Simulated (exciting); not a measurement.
Input of an exciting (release sodium) run:

input.xml

```xml
<input>
  <title>Si</title>
  <structure speciespath="./" tshift="false" cartesian="true">
    <crystal scale="1.88972612463">
      <basevect>-1.582319282100 1.582319282100 1.284138059000</basevect>
      <basevect>1.582319282100 -1.582319282100 1.284138059000</basevect>
      <basevect>1.582319282100 1.582319282100 -1.284138059000</basevect>
    </crystal>
    <species speciesfile="Si.xml" rmt="2">
      <atom coord="0.000000000000 0.000000000000 0.000000000000" bfcmt="0 0 -8"/>
    </species>
  </structure>
  <groundstate do="fromscratch" ngridk="13 13 13" rgkmax="6.5" gmaxvr="14" lmaxapw="10" lmaxmat="10" lmaxvr="8" xctype="LDA_PW" stype="Methfessel-Paxton 2" swidth="0.00099958" nempty="16" ValenceRelativity="iora*" epsengy="1e-05" epspot="1e-05" maxscl="90" outputlevel="normal">
    <spin reducebf="0.5"/>
  </groundstate>
  <properties>
    <bandstructure>
      <plot1d>
        <path steps="80">
          <point coord="0 0 0" label="G"/>
          <point coord="0 0 0.5" label="X"/>
          <point coord="-0.5 0.5 0.5" label="M"/>
          <point coord="0 0 0" label="G"/>
          <point coord="0.4146551061 0.4146551061 -0.4146551061" label="Z"/>
          <point coord="0.25 0.25 0.25" label="P"/>
          <point coord="0 0.5 0" label="N"/>
          <point coord="-0.4146551061 0.5853448939 0.4146551061" label="Z1"/>
          <point coord="-0.5 0.5 0.5" label="M" breakafter="true"/>
          <point coord="0 0 0.5" label="X"/>
          <point coord="0.25 0.25 0.25" label="P"/>
        </path>
      </plot1d>
    </bandstructure>
    <dos nwdos="300" winddos="-0.6 0.5" inttype="tetra" ngrdos="100" nsmdos="1"/>
  </properties>
</input>
```

Potentials or basis: all-electron LAPW+lo, shipped species files, valence relativity iora*.

Run with:

```bash
$ OMP_NUM_THREADS=1 exciting_smp
```

Question: What does it give for the band gap on the k mesh?

Answer: None (metal or under the smearing width).

Question: Estimate the net moment.

Answer: 0.00 μB per cell.

Levels at the corners of the path, in eV from the Fermi level:
Spin up:
| point | band 1 | band 2 | band 3 | band 4 | band 5 | band 6 | band 7 |
| --- | --- | --- | --- | --- | --- | --- | --- |
| Γ | -15.49 | 9.84 | 10.92 | 10.92 | 13.51 | 15.08 | 15.94 |
| X | -8.82 | -7.93 | 9.77 | 11.80 | 12.30 | 12.64 | 18.01 |
| M | -2.55 | -2.55 | -1.22 | 0.89 | 4.48 | 7.01 | 26.91 |
| Γ | -15.49 | 9.84 | 10.92 | 10.92 | 13.51 | 15.08 | 15.94 |
| Z | -1.97 | -1.97 | -1.46 | 0.16 | 1.54 | 13.06 | 23.90 |
| P | -4.18 | -2.78 | -2.71 | -2.71 | 20.49 | 20.66 | 20.66 |
| N | -6.90 | -6.22 | 5.20 | 6.36 | 7.02 | 9.96 | 19.86 |
| Z1 | -1.97 | -1.97 | -1.46 | 0.16 | 1.54 | 13.06 | 23.90 |
| M | -2.55 | -2.55 | -1.22 | 0.89 | 4.48 | 7.01 | 26.91 |
| X | -8.82 | -7.93 | 9.77 | 11.80 | 12.30 | 12.64 | 18.01 |
| P | -4.18 | -2.78 | -2.71 | -2.71 | 20.49 | 20.66 | 20.66 |
Spin down:
| point | band 1 | band 2 | band 3 | band 4 | band 5 | band 6 |
| --- | --- | --- | --- | --- | --- | --- |
| Γ | -15.49 | 9.84 | 10.92 | 10.92 | 13.51 | 15.08 |
| X | -8.82 | -7.93 | 9.77 | 11.80 | 12.30 | 12.64 |
| M | -2.55 | -2.55 | -1.22 | 0.89 | 4.48 | 7.01 |
| Γ | -15.49 | 9.84 | 10.92 | 10.92 | 13.51 | 15.08 |
| Z | -1.97 | -1.97 | -1.46 | 0.16 | 1.54 | 13.06 |
| P | -4.18 | -2.78 | -2.71 | -2.71 | 20.49 | 20.66 |
| N | -6.90 | -6.22 | 5.20 | 6.36 | 7.02 | 9.96 |
| Z1 | -1.97 | -1.97 | -1.46 | 0.16 | 1.54 | 13.06 |
| M | -2.55 | -2.55 | -1.22 | 0.89 | 4.48 | 7.01 |
| X | -8.82 | -7.93 | 9.77 | 11.80 | 12.30 | 12.64 |
| P | -4.18 | -2.78 | -2.71 | -2.71 | 20.49 | 20.66 |
